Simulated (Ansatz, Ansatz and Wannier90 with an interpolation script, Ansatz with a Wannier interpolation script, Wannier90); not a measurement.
An input for Ansatz 0.2.0 (ZnSe (Stilleite)):

```yaml
crystal:
  lattice:
    - [0.0, 2.862138, 2.8044814196]
    - [2.862138, 0.0, 2.8044814196]
    - [2.862138, 2.862138, 0.0]
  atoms:
    - { symbol: Zn, position: [0.0, 0.0, 0.0] }
    - { symbol: Se, position: [0.75, 0.75, 0.75] }
kpoints:
  mp_grid: { grid: [6, 6, 6] }
hamiltonian:
  xc: lda
scf:
  occupations: { method: fixed }
gw:
  n_empty_bands: 211
  ecut_chi: 160.0
  qp_bands: [v3, c1]
  screening: { model: contour_deformation }
```

```sh
ansatz run input.yaml --threads 14 --pin off --max-ram 73728MiB --backend cpu --events-out ev --progress --plain --runs-dir out
```

Q: How long will it take on 14 threads of Arm Neoverse V2, shared host, and how much memory?

It took 2.7 min; on shared hardware allow 82 s to 5.5 min. Peak host memory was 2.1 GiB. The sizes that set the cost: 925 plane waves a state, 30 irreducible k points, 225 bands summed, 181 plane waves in the screening and 6 SCF cycles.

The screening grows as filled bands × empty bands × pairs of k points, times the square of the screening basis for the matrix.

[Paths, hosts, dates, memory and timing lines, banners, echoed tables and standing remarks are left out of the program output.]

[Logs are printed without paths, hosts, clocks, repeated set-up lines and the standing remarks that a program may print on its own settings, such as how far it seeks lower states.]

[Runs of the session that timed out or met a known fault of the program may be left out.]

[Hosts, paths, dates, database ids (printed as entryN), source tags and the programs' standing remarks are cut or masked in the printed files.]
